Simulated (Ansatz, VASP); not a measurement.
# NaCl in VASP and in Ansatz

```
CELL_PARAMETERS angstrom
3.00018 0.00000 0.00000
0.00000 3.00018 0.00000
0.00000 0.00000 3.00018
ATOMIC_POSITIONS crystal
Na 0.00000 0.00000 0.00000
Cl 0.50000 0.50000 0.50000
```

Alike in both runs: functional PBEsol; k mesh 6 × 6 × 6; occupations gaussian, width 0.1 eV; no spin polarisation.

Ansatz relaxed the structure, and its values are those at the end. VASP's run is a single point on that final structure, the one shown.

|  | VASP | Ansatz |
| --- | --- | --- |
| version | VASP 6.6.1 | Ansatz 0.2.0 |
| potentials or method | VASP PAW PBE potentials, release 64 (Na_pv, Cl) | scalar-relativistic, plane waves, PAW |
| plane-wave cutoff (eV) | 520 | 420 |
| valence electrons in the cell | 14 | 16 |

Ansatz gave:

```
gap on the k mesh at the Fermi level (eV) : 4.67
least direct gap on the mesh (eV)         : 4.67
```

**Question.** What did VASP give for the same quantities?

**Answer.** gap on the k mesh at the Fermi level (eV): 4.71; least direct gap on the mesh (eV): 4.71.

The functional is the same, so the differences come from potentials, cutoffs and numerics. The two sets of potentials don't hold the same shells in valence.

 A k mesh can miss the band edges.
